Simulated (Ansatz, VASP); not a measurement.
RbBr: VASP beside Ansatz

```xyz
2
Lattice="0.0000 3.4497 3.4497 3.4497 0.0000 3.4497 3.4497 3.4497 0.0000" Properties=species:S:1:pos:R:3 pbc="T T T"
Rb    0.0000    0.0000    0.0000
Br    3.4497    3.4497    3.4497
```

Change from the starting cell: volume scaled by 1.02.

Alike in both runs: task single point; functional PBEsol; k mesh 7 × 7 × 7; occupations fermi-dirac, width 0.05 eV; no spin polarisation.

|  | VASP | Ansatz |
| --- | --- | --- |
| version | VASP 6.6.1 | Ansatz 0.2.0 |
| potentials or method | VASP PAW PBE potentials, release 64 (Rb_sv, Br) | Ansatz PAW |
| plane-wave cutoff (eV) | 520 | 420 |
| valence electrons in the cell | 16 | 16 |

|  | VASP | Ansatz | Ansatz less VASP |
| --- | --- | --- | --- |
| gap on the k mesh at the Fermi level (eV) | 4.17 | 4.17 | +0.002 |
| least direct gap on the mesh (eV) | 4.17 | 4.17 | +0.002 |
| pressure (GPa) | -0.3 | -0.3 | -0.03 |

Caveats: the PAW data sets were made with another functional, which shifts forces and pressure a little (VASP); an odd mesh through Γ misses points on the zone boundary, where band edges often lie (VASP); odd divisions of the mesh miss points on the zone boundary, where band edges often lie, so the gap on the mesh can be too wide (Ansatz); the PAW data sets come from PBE, with cores solved anew for the run's functional, which leaves a small shift of forces and pressure (Ansatz).
